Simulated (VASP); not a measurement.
Input of a VASP 6.6.1 run:

File INCAR:

```
SYSTEM = SnSe
ALGO = Normal
EDIFF = 1E-7
ENCUT = 520
GGA = PS
ISIF = 2
ISMEAR = 0
LASPH = .True.
LCHARG = .False.
LREAL = .False.
LWAVE = .False.
NBANDS = 17
NELM = 80
PREC = Accurate
SIGMA = 0.1
```

KPOINTS

```
k-points
0
Gamma
  10 10 10
  0 0 0
```

Contents of POSCAR:

```
SnSe
1.0
    0.0000000000      3.0104337100      3.0104337100
    3.0104337100      0.0000000000      3.0104337100
    3.0104337100      3.0104337100      0.0000000000
Sn Se
1 1
Direct
    0.0000000000      0.0000000000      0.0000000000
    0.5000000000      0.5000000000      0.5000000000
```

Potentials or basis: VASP PAW PBE potentials, release 64 (Sn_d, Se).

Run with:

```sh
$ cat potpaw_PBE.64/Sn_d/POTCAR potpaw_PBE.64/Se/POTCAR > POTCAR
$ mpirun -np 1 vasp_std > vasp.out
```

Problem. Estimate the band gap on the k mesh.

Solution. 0.52 eV, indirect (least direct gap 0.62 eV).

Problem. Estimate the pressure.

Solution. -1.8 GPa.

Caveat: the PAW data sets were made with another functional, which shifts forces and pressure a little; spin-orbit coupling is left out, which moves the levels of the heavy elements. A k mesh can miss the band edges.
